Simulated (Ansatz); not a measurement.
**AlN: stress in a strained cell**

AlN is deformed so: z strained by -2 % at fixed volume. What stress and forces result, by LAPW, PAW and all-electron datasets made for the crystal?

Program: Ansatz 0.2.0. Level of theory: DFT PBE, scalar-relativistic. These are calculated values, not measurements.

1 further run of the same task is left out (set aside as unsound or not needed).

## 1. The system as given

The structure is cubic, space group F-43m (No. 216). Conventional cell: a = 4.403 Å, b = 4.403 Å, c = 4.403 Å, α = 90.00°, β = 90.00°, γ = 90.00°. Al (site symmetry -43m) has 4 N at 1.91 Å as nearest neighbours. Around N (site symmetry -43m) lie 4 Al at 1.91 Å.

Coordinates:

```xyz
2
Lattice="0.0000 2.2016 2.2016 2.2016 0.0000 2.2016 2.2016 2.2016 0.0000" Properties=species:S:1:pos:R:3 pbc="T T T"
Al    0.0000    0.0000    0.0000
N     1.1008    1.1008    1.1008
```

Atoms are numbered in the order of the input: Al1, N2.

## 2. The deformed structure

Space group F-43m before, I-4m2 after.

## 3. Full-potential LAPW

Input file input.yaml:

```yaml
crystal:
  lattice:
    - [0.0, 2.2239543542, 2.1575704371]
    - [2.2239543542, 0.0, 2.1575704371]
    - [2.2239543542, 2.2239543542, 0.0]
  atoms:
    - { symbol: Al, position: [0.0, 0.0, 0.0] }
    - { symbol: "N", position: [0.25, 0.25, 0.25] }
kpoints:
  mp_grid: { grid: [13, 13, 13] }
scf:
  occupations: { method: fermi_dirac, width: 0.08 }
hamiltonian:
  xc: pbe
  pseudopotentials: { kind: all_electron, lapw: { basis_error: 0.001 } }
output:
  forces: true
  stress: true
  eigenvalues: true
```

The log of the run (excerpt; [...] marks lines left out):

```text
LAPW: plane waves up to 9.869 Å⁻¹, error target 1.0e-3 eV per atom; small_component_spin mean_spin; N in spheres of 0.916 Å, 7 of its electrons in bands, Dirac shells []; Al in spheres of 0.991 Å, 11 of its electrons in bands, Dirac shells []
[...]
Pseudopotentials: kind: all_electron
Pseudopotential: Al, LAPW, valence charge 11, Koelling and Harmon's equation, gaussian nucleus
Pseudopotential: N, LAPW, valence charge 7, Koelling and Harmon's equation, gaussian nucleus
Functional definition: PBE
[...]
Crystal: 2 atoms, lattice volume = 21.343 Å³
Basis set: ecut = 371.0517690297269 eV, 331 PW (Γ), exchange–correlation at level 2
Bands: 13, of which v1, the nominal top of the filled ones, is band 9 counted from 1 (8 counted from 0)
Symmetry: 8 space group operations
Space group: I-4m2 (ITA 119), of the structure as read, at distance tolerance 2.8e-5 Å
k-points: 196 of 2197 (time reversal used)
[...]
SCF iter   1: F=—  HF=-8102.699857 eV  |F-HF|=—  |Δ(HF+E_count)|=         —  Δρ=1.46e-1  dr2=5.55e0  ethr=3.08e-2  ⟨swp⟩=2.0  Hψ=17067  notcnv=0
[...]
the basis was enlarged: its passes take 329.1 KiB over the memory plan, 1 of 1 planned eigensolver slots
[...]
SCF iter   7: F=-8100.360904 eV  HF=-8100.360904 eV  |F-HF|=1.16e-8  |Δ(HF+E_count)|=   1.53e-7  Δρ=9.04e-6  dr2=7.67e-9  ethr=3.05e-9  ⟨swp⟩=3.0  Hψ=7296  notcnv=0
[...]
SCF converged after 7 iterations
Free energy (F): -8100.360904 eV
[...]
E sigma→0 (E₀):  -8100.360904 eV
Fermi energy:    10.001126 eV
[...]
--- Forces (eV/Å), atoms counted from 1 ---
  atom   1  Al     0.00000000     0.00000000     0.00000000
  atom   2  N     -0.00000000    -0.00000000     0.00000000
[...]
--- Stress (GPa, compression-positive) ---
       -1.386764      -0.000000      -0.000000
       -0.000000      -1.386764      -0.000000
       -0.000000      -0.000000       2.271273
  P = ⅓ Tr σ = -0.1674 GPa (-1.674 kbar)
--- Band table (eV; the first three rows and the last of 196) ---
  k-point 0: bands = ["-365.3533", "-92.2583", "-53.7266", "-53.7155", "-53.7155", "-6.6231", "8.1825", "8.1825", "8.3008", "12.1979", "20.5211", "20.5580", "20.5580"]
[...]
```

Run time: 27 s. Hardware: 1 thread, shared host.

This run gives: pressure -0.17 GPa; gap on the k mesh 3.24 eV (an odd mesh misses the zone boundary).

## 4. Frozen-core PAW

input.yaml: that of step 3 with these lines changed.

```diff
@@ -14,3 +14,3 @@
   xc: pbe
-  pseudopotentials: { kind: all_electron, lapw: { basis_error: 0.001 } }
+  pseudopotentials: { kind: paw }
 output:
@@ -19 +19,2 @@
   eigenvalues: true
+  efg: { contact_densities: true }
```

The log of the run:

```text
Engine: ansatz 0.2.0
Pseudopotentials: kind: paw
Pseudopotential: Al, paw, valence charge 3, recommended cutoff 420 eV (normal)
Pseudopotential: N, paw, valence charge 5, recommended cutoff 420 eV (normal)
Functional definition: PBE
  parameter kappa = 0.804
  parameter beta = 0.06672455060314922
  exchange = pbe_x(kappa = kappa, mu = beta*pi^2/3)
  correlation = pbe_c(beta = beta)
Crystal: 2 atoms, lattice volume = 21.343 Å³
Basis set: ecut = 420 eV, 411 PW (Γ), exchange–correlation on 48×48×48 points (8 copies of the dense FFT grid, shifted against one another)
Bands: 8, of which v1, the nominal top of the filled ones, is band 4 counted from 1 (3 counted from 0)
Symmetry: 8 space group operations
Space group: I-4m2 (ITA 119), of the structure as read, at distance tolerance 2.8e-5 Å
k-points: 196 of 2197 (time reversal used)
Non-local potential: Al, projectors of the file, l = 0: 2, l = 1: 2, l = 2: 1
Non-local potential: N, projectors of the file, l = 0: 2, l = 1: 2, l = 2: 1
PAW form: soft (Blöchl's): semilocal exchange-correlation on the pseudo side does not see the compensation charge
PAW one-centre angular grid: Al, 110 points (default); XC on 64 Gauss nodes
PAW one-centre angular grid: N, 110 points (default); XC on 64 Gauss nodes
Initial density: superposition of atomic densities (neutral atoms: chi_scale 0, normalization atom), corrected by the library's trained network
Initial wavefunctions: pseudopotential atomic-orbital guess
Functional: x = pbe(κ = 0.804, μ = 0.2195149727645171), c = pbe(β = 0.06672455060314922)
SCF iter   1: F=—  HF=-924.205798 eV  |F-HF|=—  |Δ(HF+E_count)|=         —  Δρ=7.19e-4  dr2=4.13e-5  ethr=1.77e-3  ⟨swp⟩=4.6  Hψ=11290  notcnv=0
preconditioner: auto → none  [insulator: Δε(μ)=3.250 eV  Ē_g=15.165 eV  σ=0.080 eV  W_gap=1.00  n_scr=0 (ndim 8)  ℏωp=22.7 eV  f_vac=0.000  D(μ)=0.00/eV (n_scr^D=0)  ε∞_Penn≈3.2]
SCF iter   2: F=—  HF=-924.205953 eV  |F-HF|=—  |Δ(HF+E_count)|=   1.55e-4  Δρ=3.43e-4  dr2=9.69e-6  ethr=5.16e-7  ⟨swp⟩=2.5  Hψ=3908  notcnv=0
SCF iter   3: F=—  HF=-924.205988 eV  |F-HF|=—  |Δ(HF+E_count)|=   3.45e-5  Δρ=1.90e-4  dr2=5.37e-6  ethr=1.21e-7  ⟨swp⟩=2.0  Hψ=2351  notcnv=0
iter 4 did not close the SCF: its close was put off for the readings that it lacked (scf_convergence_deferred on its scf_iter line)
SCF iter   4: F=-924.205989 eV  HF=-924.205989 eV  |F-HF|=1.62e-7  |Δ(HF+E_count)|=   7.58e-7  Δρ=2.65e-5  dr2=4.89e-8  ethr=6.71e-8  ⟨swp⟩=2.5  Hψ=2280  notcnv=0
iter 5 did not close the SCF: its close was put off for the readings that it lacked (scf_convergence_deferred on its scf_iter line)
SCF iter   5: F=-924.205989 eV  HF=-924.205989 eV  |F-HF|=2.08e-9  |Δ(HF+E_count)|=   1.74e-7  Δρ=3.60e-6  dr2=1.07e-9  ethr=6.11e-10  ⟨swp⟩=2.0  Hψ=2243  notcnv=0
SCF iter   6: F=-924.205989 eV  HF=-924.205989 eV  |F-HF|=1.34e-11  |Δ(HF+E_count)|=   2.37e-9  Δρ=2.84e-7  dr2=6.14e-12  ethr=1.34e-11  ⟨swp⟩=1.2  Hψ=4704  notcnv=0
SCF 1 converged in 6 iterations: F = -924.205989 eV  dr2 = 6.14e-12
SCF converged after 6 iterations
Free energy (F): -924.205989 eV
Harris-Foulkes:  -924.205989 eV  (|F-HF|=1.34e-11)
Internal energy: -924.205989 eV  (E = F + TS)
E sigma→0 (E₀):  -924.205989 eV
Fermi energy:    8.508494 eV
--- Per-component energies (eV) ---
  E_band       = 13.757894
  E_kinetic    = 158.431899
  E_local      = -224.924161  (includes V_loc(G=0)·N_el)
  E_nonlocal   = 55.297544
  E_hartree    = 77.825367
  E_xc         = -101.539064
  E_vxc        = -107.574099  (∫ρ·V_xc dr)
  E_paw        = -595.029688  (= ΣΔE_a)
  E_vpaw       = -23.124127  (= ΣTr[D̂ρ^β])
  E_aug_tail   = 0.000097  (compensation charges beyond the density's cutoff)
  E_ewald      = -294.267984
  E_smearing   = -0.000000  (= −TS)
  E_closure    = 0.000000  (closes the sum)
  Σ components = -924.205989   (vs F -924.205989, Δ=0.00e0)
--- Forces (eV/Å), atoms counted from 1 ---
  atom   1  Al     0.00000000    -0.00000000     0.00000000
  atom   2  N     -0.00000000     0.00000000     0.00000000
  max |Σ_I F_I| component: 1.39e-16 eV/Å
--- Stress (GPa, compression-positive) ---
       -1.291067       0.000000      -0.000000
       -0.000000      -1.291067       0.000000
        0.000000       0.000000       2.358638
  P = ⅓ Tr σ = -0.0745 GPa (-0.745 kbar)
--- PAW observables at the nuclei: V_zz in 10²¹ V/m², potentials from the cell's mean, atoms counted from 1 ---
  atom   1  Al V_zz =    +0.341309   η = 0.0000   by run symmetry: allowed
            electrostatic potential = -1230.922205 V   contact ρ = 10081.562452 e/Å³
  atom   2  N  V_zz =    -0.215399   η = 0.0000   by run symmetry: allowed
            electrostatic potential = -516.310216 V   contact ρ = 1412.791371 e/Å³
--- Band table (eV; the first three rows and the last of 196) ---
  k-point 0: bands = ["-8.1072", "6.6861", "6.6861", "6.8038", "10.6956", "19.0467", "19.0830", "19.0830"]
  k-point 1: bands = ["-8.0227", "6.2091", "6.6499", "6.7427", "11.1245", "18.8128", "19.1529", "19.1699"]
  k-point 2: bands = ["-7.7767", "5.0938", "6.5527", "6.6700", "11.9826", "18.2347", "19.1630", "19.3358"]
  k-point 195: bands = ["-5.4378", "2.1540", "4.5555", "4.8601", "10.2021", "15.0967", "20.6047", "21.7984"]
```

It took 3.1 s on 1 thread, shared host.

In short: pressure -0.07 GPa; gap on the k mesh 3.25 eV (an odd mesh misses the zone boundary); Vzz Al1 0.34 (η = 0.00), N2 -0.22 (η = 0.00) (10²¹ V/m²).

## 5. All-electron PAW on datasets made for the crystal

input.yaml: that of step 4 with these lines changed.

```diff
@@ -14,3 +14,3 @@
   xc: pbe
-  pseudopotentials: { kind: paw }
+  pseudopotentials: { kind: all_electron, datasets: crystal }
 output:
```

The log of the run (excerpt; [...] marks lines left out):

```text
[...]
Pseudopotentials: kind: all_electron
Pseudopotential: Al, paw, valence charge 11, recommended cutoff 360 eV (normal), Koelling and Harmon's equation, gaussian nucleus
Pseudopotential: N, paw, valence charge 5, recommended cutoff 360 eV (normal), Koelling and Harmon's equation, gaussian nucleus
Functional definition: PBE
[...]
Crystal: 2 atoms, lattice volume = 21.343 Å³
Basis set: ecut = 360 eV, 331 PW (Γ), exchange–correlation on 54×54×54 points (8 copies of the dense FFT grid, shifted against one another)
Bands: 8, of which v1, the nominal top of the filled ones, is band 4 counted from 1 (3 counted from 0)
Symmetry: 8 space group operations
Space group: I-4m2 (ITA 119), of the structure as read, at distance tolerance 2.8e-5 Å
k-points: 196 of 2197 (time reversal used)
[...]
--- Forces (eV/Å), atoms counted from 1 ---
  atom   1  Al     0.00000000    -0.00000000    -0.00000000
  atom   2  N     -0.00000000     0.00000000     0.00000000
[...]
--- Stress (GPa, compression-positive) ---
       -1.387846       0.000000       0.000000
       -0.000000      -1.387846       0.000000
        0.000000       0.000000       2.270249
  P = ⅓ Tr σ = -0.1685 GPa (-1.685 kbar)
  It holds what live shells' own plane waves past their cutoff add
--- PAW observables at the nuclei: V_zz in 10²¹ V/m², potentials from the cell's mean, atoms counted from 1 ---
  atom   1  Al V_zz =    +0.352520   η = 0.0000   by run symmetry: allowed
            electrostatic potential = -1230.709800 V   contact ρ = 10087.646916 e/Å³
  atom   2  N  V_zz =    -0.209989   η = 0.0000   by run symmetry: allowed
            electrostatic potential = -516.351260 V   contact ρ = 1413.039406 e/Å³
--- Band table (eV; the first three rows and the last of 196) ---
  k-point 0: bands = ["-6.6230", "8.1826", "8.1826", "8.3009", "12.1980", "20.5212"]
[...]
```

Wall time 10 s (1 thread, shared host).

Result: pressure -0.17 GPa; gap on the k mesh 3.24 eV (an odd mesh misses the zone boundary); Vzz Al1 0.35 (η = 0.00), N2 -0.21 (η = 0.00) (10²¹ V/m²).

## 6. Side by side

Stress (GPa, compression positive):

```
          method     xx     yy    zz    yz    xz    xy
            LAPW  -1.39  -1.39  2.27  0.00  0.00  0.00
             PAW  -1.29  -1.29  2.36  0.00  0.00  0.00
crystal datasets  -1.39  -1.39  2.27  0.00  0.00  0.00
```

| method | pressure (GPa) | gap on the k mesh (eV) | Vzz Al1 (10²¹ V/m²) | Vzz N2 (10²¹ V/m²) | SCF cycles, all passes | time |
| --- | --- | --- | --- | --- | --- | --- |
| LAPW | -0.17 | 3.24 | – | – | 7 | 27 s |
| PAW | -0.07 | 3.25 | 0.34 | -0.22 | 6 | 3.1 s |
| crystal datasets | -0.17 | 3.24 | 0.35 | -0.21 | 8 | 10 s |

## 7. Summary of results

```
                                 quantity                                              value
                                 pressure  LAPW -0.17, PAW -0.07, crystal datasets -0.17 GPa
largest shear or deviatoric stress (LAPW)                                           2.44 GPa
```

The largest part of the stress beyond the pressure is 2.44 GPa in size, in the zz component; the atoms are carried along and not relaxed. No run of the undeformed cell stands beside it, so the pressure holds what the given cell had before the change. PAW: stress within 0.10 GPa of LAPW. Crystal datasets: stress within 0.01 GPa of LAPW.
